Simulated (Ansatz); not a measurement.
# HfO2: rigid cleavage

Computed with DFT r2SCAN, scalar-relativistic, plane waves, PAW in Ansatz 0.2.0. The runs took a 500 eV cutoff, a Γ-centred 6×6×3 mesh and Gaussian smearing (0.05 eV). Spin–orbit coupling is left out, which matters for the heavy elements here. No spin polarisation. Energies are free energies at this smearing, counted from the undisturbed cell; pressure is positive in compression.

Zero of the scan (relaxed at this level; this form isn't the usual structure):

```yaml
crystal:
  lattice:
    - [-3.57682, 0.00000, 0.00000]
    - [0.00000, -3.57682, 0.00000]
    - [0.00000, 0.00000, 10.40535]
  atoms:
    - { symbol: Hf, position: [0.50000, 0.50000, 0.95095] }
    - { symbol: Hf, position: [0.50000, 0.50000, 0.45095] }
    - { symbol: Hf, position: [0.00000, 0.00000, 0.70095] }
    - { symbol: Hf, position: [0.00000, 0.00000, 0.20095] }
    - { symbol: O, position: [0.00000, 0.50000, 0.04903] }
    - { symbol: O, position: [0.00000, 0.50000, 0.54903] }
    - { symbol: O, position: [0.50000, 0.00000, 0.10287] }
    - { symbol: O, position: [0.50000, 0.00000, 0.60287] }
    - { symbol: O, position: [0.50000, 0.00000, 0.85287] }
    - { symbol: O, position: [0.50000, 0.00000, 0.35287] }
    - { symbol: O, position: [0.00000, 0.50000, 0.79903] }
    - { symbol: O, position: [0.00000, 0.50000, 0.29903] }
```

The cut lies on the cell's a–b face, a (0 0 1) plane (indices in the standard cell, whose axes needn't be the Cartesian ones shown) of area 12.79 Å², between layers 1.02 Å apart. Vector c is lengthened by d along the normal with the atoms' Cartesian places fixed: one unrelaxed cut a cell.

| d (Å) | energy (J/m²) |
| --- | --- |
| -0.30 | 1.46 |
| -0.15 | 0.34 |
| 0.00 | 0.00 |
| 0.25 | 0.76 |
| 0.50 | 2.60 |
| 0.75 | 4.95 |
| 1.00 | 7.34 |
| 1.50 | 10.79 |
| 2.00 | 12.69 |
| 3.00 | 13.98 |
| 4.50 | 14.39 |
| 6.00 | 14.52 |

Task: Predict the gap on the mesh (eV) at each point.

Result:
| d (Å) | gap on the mesh (eV) |
| --- | --- |
| -0.30 | 4.16 |
| -0.15 | 4.81 |
| 0.00 | 5.26 |
| 0.25 | 4.05 |
| 0.50 | 2.40 |
| 0.75 | 0.84 |
| 1.00 | 0.00 |
| 1.50 | 0.00 |
| 2.00 | 0.00 |
| 3.00 | 0.00 |
| 4.50 | 0.00 |
| 6.00 | 0.00 |
Where the gap reads zero the k-mesh, chosen for the insulator, is on the coarse side.

Cost: 12 runs of about 17 core-minutes in all, on Oxide Virtual Turin-like Processor (Zen 5) (shared hosts).